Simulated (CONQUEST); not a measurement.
## Rh under changes of volume

One of the cells (13.671 Å³/atom); the others are scaled copies at fixed shape and fractional positions:

```
CELL_PARAMETERS angstrom
2.68397 0.00000 0.00000
0.00000 2.68397 0.00000
0.00000 0.00000 3.79570
ATOMIC_POSITIONS crystal
Rh 0.00000 0.00000 0.00000
Rh 0.50000 0.50000 0.50000
```

| Quantity | Value |
| --- | --- |
| Program | CONQUEST 1.3 |
| Functional | PBE |
| Potentials or basis | PseudoDojo NC PBE, DZP, grid of 32 × 32 × 36 points |
| k mesh | 8 × 8 × 6 |
| Occupations | fermi-dirac, width 0.05 eV |
| Spin | no spin polarisation |

| volume (Å³/atom) | energy over the lowest point (meV/atom) | pressure (GPa) |
| --- | --- | --- |
| 12.851 | 134.88 | 35.0 |
| 13.125 | 83.17 | 26.4 |
| 13.398 | ? | ? |
| 13.671 | 18.51 | 12.5 |
| 13.945 | 2.94 | 6.1 |
| 14.492 | 0.00 | -3.4 |

**Question.** What does the run at 13.398 Å³/atom give?

**Answer.** Energy over the lowest point 44.72 meV/atom; pressure 18.8 GPa.

Worked out: A Birch-Murnaghan fit of order 3 (a polynomial in V^(-2/3)) to the other rows has its minimum at 14.26 Å³/atom with B0 = V·E''(V) = 264 GPa and B' = 4.3. It gives 44.88 meV/atom at 13.398 Å³/atom, against the run's 44.72, and -dE/dV = 18.8 GPa, against 18.8.

Energies are extrapolated to zero smearing.

Caveats: the basis of atomic orbitals isn't converged, which shifts pressures, moduli and gaps; the real-space grid breaks the cell's symmetry a little (some runs).
